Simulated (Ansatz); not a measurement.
Crystal: Al3Ru2.

```
Ru Al
1.0
    -1.53890    1.53890    7.14310
     1.53890   -1.53890    7.14310
     1.53890    1.53890   -7.14310
Ru Al
2 3
Direct
  0.39413 0.39413 0.00000
  0.60587 0.60587 0.00000
  0.19382 0.19382 0.00000
  0.80618 0.80618 0.00000
  0.00000 0.00000 0.00000
```

The cell comes from a database or a generator and needn't be the stable form of this composition.

* Program: Ansatz 0.2.0
* Task: single point
* Functional: PBEsol
* Potentials or basis: Ansatz PAW
* Cutoff: 420 eV (not typed: the program's choice for these potentials)
* k mesh: 12 × 12 × 12
* Occupations: fermi-dirac, width 0.05 eV
* Spin: no spin polarisation

On this cell: pressure -1.0 GPa; largest force 0.080 eV/Å; band gap on the k mesh none (metal or under the smearing width).

The same run follows on a disturbed copy (atoms moved at random, drawn with an rms of 0.05 Å):

```
Ru Al
1.0
    -1.53890    1.53890    7.14310
     1.53890   -1.53890    7.14310
     1.53890    1.53890   -7.14310
Ru Al
2 3
Cartesian
  -0.0382 -0.0315 5.6439
  0.0131 0.0041 8.6204
  0.0241 0.0046 2.7771
  -0.0406 0.0091 11.5867
  -0.0269 -0.0281 -0.0275
```

What does the disturbed cell give?

The energy (extrapolated to zero smearing) moves by +12.1 meV/atom; pressure -0.2 GPa; largest force 0.918 eV/Å; band gap on the k mesh none (metal or under the smearing width).

Forces in eV/Å, atoms in the order of the input:
```
Ru   0.093  0.314  0.124
Ru  -0.125 -0.110  0.309
Al  -0.260 -0.025 -0.193
Al   0.202 -0.280 -0.851
Al   0.091  0.101  0.610
```

Stress tensor (GPa, compression positive):
```
-0.98  0.03  0.33
 0.03 -0.93  0.58
 0.33  0.58  1.33
```

Caveats: the PAW data sets come from PBE, with cores solved anew for the run's functional, which leaves a small shift of forces and pressure.
